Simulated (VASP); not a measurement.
# Pd (Fmmm) in VASP: a series of runs, part 2 of 2

VASP 6.6.1. The steps go on from the part before.

### Step 3. Single point, PBE

This run uses another cell than the first one: it holds 4 atoms, not 2.

INCAR

```
PREC = Accurate ; ENCUT = 520
EDIFF = 1E-6 ; ISMEAR = 0
SIGMA = 0.1 ; LREAL = False
LASPH = True ; NELM = 80
ALGO = Normal ; ISIF = 2
LWAVE = False ; LCHARG = True
GGA = PE ; LELF = True
LVHAR = True ; NBANDS = 28
```

KPOINTS

```
regular mesh
0
Gamma
  6 6 4
```

POSCAR

```
Pd
1.0
    1.3784923732     -4.9673217121      0.0000000000
    1.3784923732      4.9673217121      0.0000000000
    0.0000000000      0.0000000000      4.6779741534
Pd
4
Direct
    0.1310323453      0.8689676547      0.9999807848
    0.6310323453      0.3689676547      0.5000192152
    0.8689676547      0.1310323453      0.0000192152
    0.3689676547      0.6310323453      0.4999807848
```

Potentials or basis: VASP PAW PBE potentials, release 64 (Pd).

On the command line:

```bash
cat potpaw_PBE.64/Pd/POTCAR > POTCAR
mpirun -np 1 vasp_std > vasp.out
```

OUTCAR:

```text
PREC = Accurate
   ENCUT = 520
   EDIFF = 1E-6
   ISMEAR = 0
   LREAL = False
   LASPH = True
   NELM = 80
   ISIF = 2
   GGA = PE

 ion  position               nearest neighbor table
   1  0.131  0.869  1.000-   3 2.60   2 2.71   2 2.71   2 2.72   2 2.72   3 2.74   3 2.74   4 3.33
                             4 3.33
   2  0.631  0.369  0.500-   4 2.60   1 2.71   1 2.71   1 2.72   1 2.72   4 2.74   4 2.74   3 3.33
                             3 3.33
   3  0.869  0.131  0.000-   1 2.60   4 2.71   4 2.71   4 2.72   4 2.72   1 2.74   1 2.74   2 3.33
                             2 3.33
   4  0.369  0.631  0.500-   2 2.60   3 2.71   3 2.71   3 2.72   3 2.72   2 2.74   2 2.74   1 3.33
                             1 3.33

  LATTYP: Found a base centered orthorhombic cell.
 ALAT       =     2.7569847464
 B/A-ratio  =     3.6034451903
 C/A-ratio  =     1.6967718663

  Lattice vectors:

 A1 = (   1.3784923732,  -4.9673217121,   0.0000000000)
 A2 = (   1.3784923732,   4.9673217121,   0.0000000000)
 A3 = (   0.0000000000,   0.0000000000,   4.6779741534)

Analysis of symmetry for initial positions (statically):
=====================================================================
[... 181 lines left out ...]

 val. band max:        8.5770949166   @ k =   0.5000   0.0000   0.0000
 cond. band min:       8.5985573019   @ k =   0.5000   0.0000   0.2500
 fundamental gap:      0.0214623853
 Fermi energy:         8.5946086825

 k-point     1 :       0.0000    0.0000    0.0000
  band No.  band energies     occupation
      1       1.9621      2.00000
      2       3.6686      2.00000
      3       3.6730      2.00000
      4       3.8918      2.00000
      5       4.0047      2.00000
      6       4.5201      2.00000
[... 733 lines left out ...]
     27      19.5282      0.00000
     28      20.0465      0.00000

 [... further k-points ...]

------------------------ aborting loop because EDIFF is reached ----------------------------------------

  FORCE on cell =-STRESS in cart. coord.  units (eV):
  Direction    XX          YY          ZZ          XY          YZ          ZX
  --------------------------------------------------------------------------------------
  -------------------------------------------------------------------------------------
  Total       -0.1212257     -0.1514458     -0.0750314      0.0000000      0.0000000      0.0000000
  in kB       -3.0317331     -3.7875050     -1.8764603      0.0000000      0.0000000      0.0000000
  external PRESSURE =      -2.8985661 kB  Pullay stress =       0.0000000 kB

 VOLUME and BASIS-vectors are now :
 -----------------------------------------------------------------------------
  energy-cutoff  :      520.00
  volume of cell :       64.06
      direct lattice vectors                 reciprocal lattice vectors
     1.378492373 -4.967321712  0.000000000     0.362715101 -0.100657865  0.000000000
     1.378492373  4.967321712  0.000000000     0.362715101  0.100657865  0.000000000
     0.000000000  0.000000000  4.677974153     0.000000000  0.000000000  0.213767748

 POSITION                                       TOTAL-FORCE (eV/Angst)
 -----------------------------------------------------------------------------------
      1.37849      3.66556      4.67788         0.000000      0.002315      0.001568
      1.37849     -1.30176      2.33908         0.000000      0.002315     -0.001568
      1.37849     -3.66556      0.00009         0.000000     -0.002315     -0.001568
      1.37849      1.30176      2.33890         0.000000     -0.002315      0.001568
 -----------------------------------------------------------------------------------
    total drift:                               -0.000000     -0.000000      0.000000

  FREE ENERGIE OF THE ION-ELECTRON SYSTEM (eV)
  ---------------------------------------------------
  free  energy   TOTEN  =       -20.3023106837 eV

  energy  without entropy=      -20.2682021265  energy(sigma->0) =      -20.28525641
```

OSZICAR:

```text
N       E                     dE             d eps       ncg     rms          rms(c)
DAV:   1     0.252051094777E+03    0.25205E+03   -0.20501E+04  2184   0.140E+03
DAV:   2    -0.148189307695E+02   -0.26687E+03   -0.25378E+03  2300   0.314E+02
DAV:   3    -0.212943141629E+02   -0.64754E+01   -0.63715E+01  2408   0.525E+01
DAV:   4    -0.213443954309E+02   -0.50081E-01   -0.50064E-01  2400   0.444E+00
DAV:   5    -0.213452541574E+02   -0.85873E-03   -0.85872E-03  2392   0.657E-01    0.129E+01
DAV:   6    -0.203441086401E+02    0.10011E+01   -0.30610E+00  2300   0.132E+01    0.633E+00
DAV:   7    -0.203125565744E+02    0.31552E-01   -0.30271E-02  2360   0.102E+00    0.326E+00
DAV:   8    -0.203022749890E+02    0.10282E-01   -0.35144E-03  2320   0.367E-01    0.483E-02
DAV:   9    -0.203022955032E+02   -0.20514E-04   -0.90027E-05  2416   0.560E-02    0.260E-02
DAV:  10    -0.203023118665E+02   -0.16363E-04   -0.13760E-05  2352   0.251E-02    0.850E-03
DAV:  11    -0.203023105483E+02    0.13182E-05   -0.76380E-07  1388   0.626E-03    0.219E-03
DAV:  12    -0.203023106837E+02   -0.13547E-06   -0.12363E-07  1240   0.255E-03
   1 F= -.20302311E+02 E0= -.20285256E+02  d E =-.341086E-01
```

stdout:

```text
POSCAR found type information on POSCAR Pd
 POSCAR found :  1 types and       4 ions
 scaLAPACK will be used
 LDA part: xc-table for (Slater+PW92), standard interpolation
 POSCAR, INCAR and KPOINTS ok, starting setup
 FFT: planning ... GRIDC
 FFT: planning ... GRID_SOFT
 FFT: planning ... GRID
 WAVECAR not read
 entering main loop
```

It took 60 s on 1 thread of Intel Xeon Platinum 8488C (Sapphire Rapids), shared host; peak memory 0.24 GiB.

Results:

| Quantity | Value |
| --- | --- |
| Free energy | -20.3023 eV |
| Pressure | -0.3 GPa |
| Band gap on the k mesh | none (metal or under the smearing width) |

Forces in eV/Å, atoms in the order of the input:
```
Pd   0.000  0.002  0.002
Pd   0.000  0.002 -0.002
Pd   0.000 -0.002 -0.002
Pd   0.000 -0.002  0.002
```

Stress tensor (GPa, compression positive):
```
-0.30  0.00  0.00
 0.00 -0.38  0.00
 0.00  0.00 -0.19
```

Levels at points of the mesh, in eV from the Fermi level:
```tsv
k point	band 16	band 17	band 18	band 19	band 20	band 21	band 22	band 23	band 24	band 25
(0.00, 0.00, 0.00)	-1.23	-0.71	-0.25	0.19	0.26	0.35	0.53	0.96	5.34	6.42
(0.50, 0.00, 0.00)	-1.39	-1.06	-1.06	-0.02	-0.02	2.58	2.58	5.37	5.37	9.22
(0.50, 0.50, 0.00)	-1.24	-0.98	-0.61	-0.24	0.08	0.13	0.33	3.87	4.47	6.47
(0.00, 0.00, 0.50)	-1.34	-1.30	-1.30	-0.92	-0.92	-0.86	-0.86	4.06	4.06	5.66
(0.50, 0.00, 0.50)	-0.66	0.14	0.14	0.20	0.20	2.41	2.41	4.19	4.19	6.21
(0.50, 0.50, 0.50)	-1.54	-1.15	-1.15	-0.38	-0.38	-0.33	-0.33	-0.08	-0.08	12.70
```

Caveat: the k mesh is coarse (spacing up to 0.39 Å⁻¹), so the values aren't converged.

### Step 4. Single point, PBE

This run uses another cell than the first one: it holds 4 atoms, not 2.

INCAR

```
SYSTEM = Pd
ALGO     = Fast           ! electronic algorithm
EDIFF    = 1E-6           ! SCF threshold, eV
ENCUT    = 520            ! plane-wave cutoff, eV
GGA      = PE             ! functional
ISIF     = 2              ! what is computed and relaxed
ISMEAR   = 0              ! smearing method
LASPH    = .True.         ! aspherical terms in the spheres
LCHARG   = .True.         ! write CHGCAR
LELF     = .True.         ! ELF
LREAL    = .False.        ! projectors in reciprocal space
LVHAR    = .True.       
LWAVE    = .False.        ! write WAVECAR
NBANDS   = 28             ! bands
NELM     = 80             ! most SCF steps
PREC     = Accurate       ! precision mode
SIGMA    = 0.1            ! smearing width, eV
```

KPOINTS

```
k-points
0
Gamma
  6 6 4
  0 0 0
```

POSCAR

```
Pd
1.0
    1.5527781304     -4.9257312295      0.0000000000
    1.5527781304      4.9257312295      0.0000000000
    0.0000000000      0.0000000000      4.1094671971
Pd
4
Direct
    0.0980000000      0.9020000000      0.9100000000
    0.5980000000      0.4020000000      0.5900000000
    0.9020000000      0.0980000000      0.0900000000
    0.4020000000      0.5980000000      0.4100000000
```

On the command line:

```bash
cat potpaw_PBE.64/Pd/POTCAR > POTCAR
mpirun -np 1 vasp_std > vasp.out
```

Wall time 69 s (1 thread of Intel Xeon Platinum 8488C (Sapphire Rapids), shared host); peak memory 0.23 GiB.

Results (log left out):

- Free energy: -5.9637 eV
- Pressure: 111.0 GPa
- Largest force: 15.544 eV/Å
- Band gap on the k mesh: none (metal or under the smearing width)

Forces in eV/Å, atoms in the order of the input:
```
Pd    0.000  -9.891  11.990
Pd    0.000  -9.891 -11.990
Pd    0.000   9.891 -11.990
Pd    0.000   9.891  11.990
```

Stress tensor (GPa, compression positive):
```
139.87   0.00   0.00
  0.00  83.94   0.00
  0.00   0.00 109.25
```

Levels at points of the mesh, in eV from the Fermi level:
```
           k point  band 18  band 19  band 20  band 21  band 22  band 23
(0.00, 0.00, 0.00)    -0.65     0.04     0.37     0.66     0.99     2.78
(0.50, 0.00, 0.00)    -1.10    -0.40    -0.40     0.10     0.10     3.79
(0.50, 0.50, 0.00)    -0.59    -0.38     0.50     0.55     0.98     6.24
(0.00, 0.00, 0.50)    -1.45    -0.15    -0.15    -0.12    -0.12     3.76
(0.50, 0.00, 0.50)    -0.52    -0.20    -0.20     0.86     0.86     3.98
(0.50, 0.50, 0.50)    -1.21    -0.29    -0.29    -0.16    -0.16     0.60
```

Caveat: the k mesh is coarse (spacing up to 0.38 Å⁻¹), so the values aren't converged; a pressure of tens of GPa on the cell as given is suspect, and the run, the potentials or the cell itself is likely at fault; forces of over 1 eV/Å show positions far from the minimum, so gaps and moduli don't describe the material at rest.

### Step 5. Single point, PBE

This run uses another cell than the first one, of 16.71 Å³/atom, 1.041 times its volume.

INCAR

```
PREC     = Accurate       # precision mode
ENCUT    = 520            # plane-wave cutoff, eV
EDIFF    = 1E-6           # SCF threshold, eV
ISMEAR   = 0              # smearing method
SIGMA    = 0.1            # smearing width, eV
LREAL    = False          # projectors in reciprocal space
LASPH    = True           # aspherical terms in the spheres
NELM     = 100            # most SCF steps
ALGO     = Fast           # electronic algorithm
ISIF     = 2              # what is computed and relaxed
LWAVE    = False          # write WAVECAR
LCHARG   = True           # write CHGCAR
GGA      = PE             # functional
LELF     = True           # ELF
LVHAR    = True         
NBANDS   = 17             # bands
```

KPOINTS

```
Automatic mesh
0
Gamma
  28 28 28
```

POSCAR

```
Pd
1.0
   -1.3415359567      1.3415359567      4.6427060500
    1.3415359567     -1.3415359567      4.6427060500
    1.3415359567      1.3415359567     -4.6427060500
Pd
2
Direct
    0.1388680970      0.1388680970      0.0000000000
    0.8611319030      0.8611319030      0.0000000000
```

On the command line:

```bash
cat potpaw_PBE.64/Pd/POTCAR > POTCAR
mpirun -np 1 vasp_std > vasp.out
```

Wall time 13 min (1 thread of Intel Xeon 6975P-C (Granite Rapids), shared host); peak memory 0.9 GiB.

The run converged. Its results:

| Quantity | Value |
| --- | --- |
| Free energy | -9.9324 eV |
| Pressure | -0.3 GPa |
| Largest force | 0.009 eV/Å |
| Band gap on the k mesh | none (metal or under the smearing width) |

Forces on the atoms (eV/Å):
```
Pd   0.000  0.000 -0.009
Pd   0.000  0.000  0.009
```

Levels at points of the mesh, in eV from the Fermi level:
| k point | band 6 | band 7 | band 8 | band 9 | band 10 | band 11 | band 12 | band 13 | band 14 | band 15 |
| --- | --- | --- | --- | --- | --- | --- | --- | --- | --- | --- |
| (0.00, 0.00, 0.00) | -1.42 | -1.42 | -0.87 | -0.87 | -0.50 | -0.01 | 1.48 | 6.38 | 17.59 | 17.59 |
| (0.50, 0.00, 0.00) | -1.86 | -1.55 | -1.09 | -0.82 | -0.26 | 1.94 | 3.44 | 4.48 | 9.14 | 12.90 |
| (0.50, 0.50, 0.00) | -2.12 | -0.59 | 0.18 | 0.70 | 0.76 | 4.59 | 7.56 | 8.95 | 10.44 | 11.39 |
| (0.50, 0.50, 0.50) | -2.15 | -2.15 | -1.28 | -0.42 | -0.09 | 0.09 | 0.09 | 12.01 | 14.95 | 14.95 |

### Step 6. Single point, PBE

This run uses another cell than the first one: it holds 4 atoms, not 2.

INCAR

```
PREC = Accurate
ENCUT = 520
EDIFF = 1E-6
ISMEAR = 0
SIGMA = 0.1
LREAL = F
LASPH = T
NELM = 100
ALGO = Fast
ISIF = 2
LWAVE = F
LCHARG = F
GGA = PE
NBANDS = 28
```

KPOINTS

```
regular mesh
0
Gamma
  6 6 4
```

POSCAR

```
Pd
1.0
    1.9069525761     -4.6457111162      0.0000000000
    1.9069525761      4.6457111162      0.0000000000
    0.0000000000      0.0000000000      3.7719697191
Pd
4
Direct
    0.1387862042      0.8612137958      0.0000075349
    0.6387862042      0.3612137958      0.4999924651
    0.8612137958      0.1387862042      0.9999924651
    0.3612137958      0.6387862042      0.5000075349
```

Potentials or basis: VASP PAW PBE potentials, release 64 (Pd).

On the command line:

```bash
cat potpaw_PBE.64/Pd/POTCAR > POTCAR
mpirun -np 1 vasp_std > vasp.out
```

It took 29 s on 1 thread of Intel Xeon 6975P-C (Granite Rapids), shared host; peak memory 0.22 GiB.

The run converged. Its results:

```
Free energy            : -19.8821 eV
Pressure               : -0.3 GPa
Largest force          : 0.005 eV/Å
Band gap on the k mesh : none (metal or under the smearing width)
```

Forces in eV/Å, atoms in the order of the input:
```
Pd   0.000  0.005  0.000
Pd   0.000  0.005  0.000
Pd   0.000 -0.005  0.000
Pd   0.000 -0.005  0.000
```

Stress tensor (GPa, compression positive):
```
-0.24  0.00  0.00
 0.00 -0.31  0.00
 0.00  0.00 -0.21
```

Levels at points of the mesh, in eV from the Fermi level:
| k point | band 17 | band 18 | band 19 | band 20 | band 21 | band 22 | band 23 | band 24 |
| --- | --- | --- | --- | --- | --- | --- | --- | --- |
| (0.00, 0.00, 0.00) | -0.51 | -0.02 | 0.16 | 0.69 | 0.76 | 1.45 | 4.70 | 6.35 |
| (0.50, 0.00, 0.00) | -1.16 | -1.16 | -0.62 | -0.62 | -0.12 | -0.12 | 3.60 | 3.60 |
| (0.50, 0.50, 0.00) | -0.11 | 0.07 | 0.09 | 0.18 | 0.70 | 0.75 | 4.47 | 7.66 |
| (0.00, 0.00, 0.50) | -1.16 | -1.16 | -1.09 | -1.09 | -0.86 | -0.86 | 6.71 | 6.71 |
| (0.50, 0.00, 0.50) | -0.83 | -0.83 | -0.27 | -0.27 | 1.93 | 1.93 | 3.42 | 3.42 |
| (0.50, 0.50, 0.50) | -0.99 | -0.99 | -0.22 | -0.22 | 1.19 | 1.19 | 1.40 | 1.40 |

Caveat: the k mesh is coarse (spacing up to 0.42 Å⁻¹), so the values aren't converged.

### Step 7. Overview

```csv
cell,k mesh,mesh quality,gap on the mesh (eV),pressure (GPa),largest force (eV/Å)
"Fmmm, 16.05 Å³/atom",24 × 24 × 24,not flagged,none,-0.3,0.01
"Fmmm, 16.02 Å³/atom",6 × 6 × 4,coarse,none,-0.3,-
"Cmce, 15.72 Å³/atom",6 × 6 × 4,coarse,none,111.0,15.54
"I4/mmm, 16.71 Å³/atom",28 × 28 × 28,not flagged,none,-0.3,0.01
"Fmmm, 16.71 Å³/atom",6 × 6 × 4,coarse,none,-0.3,-
```

Alike in all rows: task single point; level PBE; potentials or basis VASP PAW PBE potentials, release 64 (Pd); no spin polarisation; cutoff (eV) 520; smearing gaussian 0.1 eV.

Caveats: some runs use coarse meshes; a pressure of tens of GPa on the cell as given is suspect, and the run, the potentials or the cell itself is likely at fault (some runs); forces of over 1 eV/Å show positions far from the minimum, so gaps and moduli don't describe the material at rest (some runs).

Absolute energies hang on the potentials; compare differences alone.
